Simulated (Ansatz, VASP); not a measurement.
## Two plane-wave programs on CuI (Marshite)

```
Cu I
1.0
     2.90003    2.90003    0.00000
    -2.90003    2.90003    0.00000
     0.00000    2.90003    2.90003
Cu I
1 1
Direct
  0.75000 0.25000 0.50000
  0.00000 0.00000 0.00000
```

Alike in both runs: functional LDA; k mesh 6 × 6 × 6; no spin polarisation.

Ansatz relaxed the structure, and its values are those at the end. VASP's run is a single point on that final structure, the one shown.

|  | VASP | Ansatz |
| --- | --- | --- |
| version | VASP 6.6.1 | Ansatz 0.2.0 |
| potentials or method | VASP PAW LDA potentials, release 64 (Cu, I) | PAW with Ansatz's default frozen-core files, scalar-relativistic |
| plane-wave cutoff (eV) | 520 | 420 |
| occupations | gaussian, width 0.01 eV | fixed |
| valence electrons in the cell | 18 | 36 |

Ansatz gave:

* pressure (GPa): 2.0

Problem. Which values does VASP return?

Solution. Pressure (GPa): 2.2.

The two sets of potentials don't hold the same shells in valence.
